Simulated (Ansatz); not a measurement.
## H started midway between two neighbours in corundum Al2O3, 121 atoms, charge −1

All numbers come from Ansatz (PAW, plane waves, no spin–orbit coupling) at the single k point (¼, ¼, ¼) without its symmetry partners. The atoms were relaxed with PBEsol in a fixed cell; other functionals are single points on those atoms unless said otherwise. The valence top and gap of the host come from its small cell on a dense mesh, with the band extrema sought between the mesh points, lined up by the mean potential, PBEsol gap 6.03 eV, HSE06 (atoms relaxed with HSE06) gap 7.99 eV. The charge correction uses an assumed dielectric constant of 10.

Relaxed structure:

```
Al O H
1.0
     9.54786    0.00000    0.00000
    -4.77393    8.26869    0.00000
     0.00000    0.00000   13.01358
Al O H
48 72 1
Direct
  0.33383 0.16825 0.18685
  0.33345 0.66663 0.18682
  0.83315 0.16727 0.18588
  0.83219 0.66698 0.18684
  0.16770 0.33489 0.01947
  0.16647 0.83393 0.01968
  0.66552 0.33418 0.01948
  0.66622 0.83272 0.01948
  0.16681 0.33526 0.31409
  0.16647 0.83396 0.31558
  0.66520 0.33300 0.31408
  0.66741 0.83364 0.31407
  0.16321 0.33289 0.51865
  0.16645 0.83392 0.51954
  0.66747 0.33166 0.51867
  0.66870 0.83717 0.51862
  0.99992 0.00129 0.35270
  0.99908 0.49999 0.35269
  0.50040 0.00046 0.35271
  0.49981 0.50058 0.37305
  0.00011 0.00066 0.14844
  0.99975 0.50088 0.14843
  0.49952 0.00031 0.14843
  0.49980 0.50063 0.15557
  0.99965 0.99987 0.64914
  0.00054 0.50116 0.64915
  0.49920 0.00076 0.64914
  0.49976 0.50060 0.62870
  0.99950 0.00056 0.85340
  0.99987 0.50033 0.85341
  0.50008 0.00092 0.85341
  0.49983 0.50061 0.84622
  0.33219 0.16759 0.68777
  0.33444 0.66820 0.68775
  0.83312 0.16725 0.68625
  0.83277 0.66593 0.68776
  0.33087 0.16400 0.48320
  0.33209 0.66950 0.48317
  0.83312 0.16726 0.48229
  0.83635 0.66825 0.48317
  0.33338 0.16850 0.98235
  0.33410 0.66705 0.98233
  0.83314 0.16730 0.98216
  0.83192 0.66633 0.98236
  0.16743 0.33426 0.81499
  0.16645 0.83393 0.81595
  0.66615 0.33460 0.81500
  0.66578 0.83297 0.81500
  0.15335 0.00087 0.25067
  0.15002 0.50013 0.24914
  0.65307 0.00014 0.25005
  0.65397 0.50138 0.25236
  0.33292 0.01434 0.08400
  0.33369 0.51432 0.08519
  0.83321 0.01438 0.08378
  0.83292 0.51420 0.08387
  0.00031 0.15437 0.25003
  0.99957 0.65391 0.25062
  0.50035 0.15133 0.24910
  0.49905 0.65405 0.25229
  0.34640 0.34644 0.25237
  0.34648 0.84706 0.25063
  0.84605 0.34732 0.25003
  0.84906 0.85038 0.24912
  0.18029 0.16748 0.08385
  0.18040 0.66747 0.08396
  0.68018 0.16718 0.08374
  0.67962 0.66671 0.08516
  0.17812 0.01043 0.58474
  0.18047 0.51469 0.58453
  0.68032 0.01583 0.58451
  0.69456 0.51293 0.58870
  0.16632 0.18129 0.41734
  0.16509 0.68119 0.41733
  0.66826 0.17896 0.41713
  0.68219 0.69544 0.41314
  0.00966 0.33213 0.41711
  0.01506 0.83526 0.41730
  0.51225 0.31820 0.41318
  0.51391 0.83406 0.41729
  0.01350 0.18117 0.91785
  0.01355 0.68095 0.91807
  0.51337 0.18106 0.91799
  0.51348 0.68039 0.91664
  0.00003 0.34728 0.75121
  0.99929 0.84683 0.75181
  0.50058 0.34721 0.74950
  0.49927 0.84988 0.75273
  0.48613 0.32084 0.08518
  0.48623 0.82017 0.08383
  0.98606 0.32027 0.08376
  0.98611 0.82004 0.08399
  0.48564 0.16714 0.58455
  0.48734 0.68300 0.58865
  0.98450 0.16590 0.58453
  0.98994 0.66902 0.58474
  0.31736 0.30575 0.58869
  0.33132 0.82224 0.58472
  0.83450 0.31998 0.58451
  0.83327 0.81988 0.58448
  0.30503 0.48825 0.41314
  0.31926 0.98536 0.41732
  0.81915 0.48647 0.41730
  0.82146 0.99075 0.41709
  0.32000 0.33452 0.91667
  0.31943 0.83403 0.91808
  0.81920 0.33375 0.91787
  0.81933 0.83374 0.91800
  0.34654 0.00109 0.75179
  0.34565 0.49983 0.74945
  0.84625 0.00034 0.75116
  0.84962 0.50110 0.75272
  0.15053 0.15082 0.75272
  0.15360 0.65388 0.75181
  0.65312 0.15417 0.75119
  0.65321 0.65481 0.74947
  0.16670 0.48702 0.91795
  0.16639 0.98683 0.91805
  0.66593 0.48691 0.91663
  0.66669 0.98689 0.91783
  0.49980 0.50062 0.50089
```

Chemical potentials μ are those of reference phases of the elements at zero temperature by the same functional (the usual solids, diamond for C, grey Sn, and the molecules H2, N2, O2, F2, Cl2, Br2 and S8).

```tsv
functional	E(defect) − E(host) − Σ nμ + q·E_VBM (eV)	monopole (eV)	alignment (eV)	formation energy at E_F = VBM (eV)	moment (μB)	wall time, shared host
PBEsol	7.06	0.19	0.01	7.26	0 (no spin)	21 s on NVIDIA GB300 (relaxation)
HSE06 (atoms relaxed with HSE06)	8.47	0.19	0.01	8.67	0 (no spin)	58 s on NVIDIA GB300 (relaxation)
```

HSE06 (atoms relaxed with HSE06) one-electron levels near the gap (the ten most localised at most), from the host's valence top, not corrected for the charge's images:

```csv
level (eV),spin,filling,atoms sharing it,element of the atom with most weight
3.06,both,2.00,3.8,H
```

All elements are taken at their own reference at once; growth conditions in equilibrium with the host shift these energies, by up to the host's formation enthalpy.

One k point and a cell of this size can leave errors of several tenths of an eV in such numbers.
